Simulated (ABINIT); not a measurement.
Input of an ABINIT 10.8.3 (patched build) run:

Contents of run.abi:

```
# Pseudopotentials
pp_dirpath "./"
pseudos "N.GGA_PBE-JTH.xml, B.GGA_PBE-JTH.xml"

# Structure
structure "poscar:POSCAR"
natom 2

# Plane-wave basis
ecut 26.0
pawecutdg 48.0
pawovlp 30

# k points
kptopt 1
ngkpt 12 12 12
nshiftk 1
shiftk 0.0 0.0 0.0

# Exchange and correlation
ixc 11

# Bands and occupations
nband 8
occopt 3
tsmear 0.05 eV

# SCF cycle
nstep 100
tolvrs 1.0e-9

# Output
iomode 3
prtwf 0
prtden 0
prteig 0
prtebands 0
enunit 2
```

File POSCAR:

```
BN
1.0
    1.2511217832      0.7223354983      3.3729344033
   -1.2511217832      0.7223354983      3.3729344033
    0.0000000000     -1.4446709966      3.3729344033
N B
1 1
Direct
    0.6672382000      0.6672382000      0.6672382000  N
    0.0003288000      0.0003288000      0.0003288000  B
```

Potentials or basis: JTH PAW PBE v2.0.

Command:

```sh
$ abinit run.abi > log 2>&1
```

Task: What does it give for the pressure?

Result: 3.8 GPa.

Task: Estimate the band gap on the k mesh.

Result: 4.27 eV, indirect (least direct gap 4.68 eV).

Forces in eV/Å, atoms in the order of the input:
```
N    0.000  0.000 -0.005
B    0.000  0.000  0.005
```

Caveat: the atomic spheres overlap. A k mesh can miss the band edges.
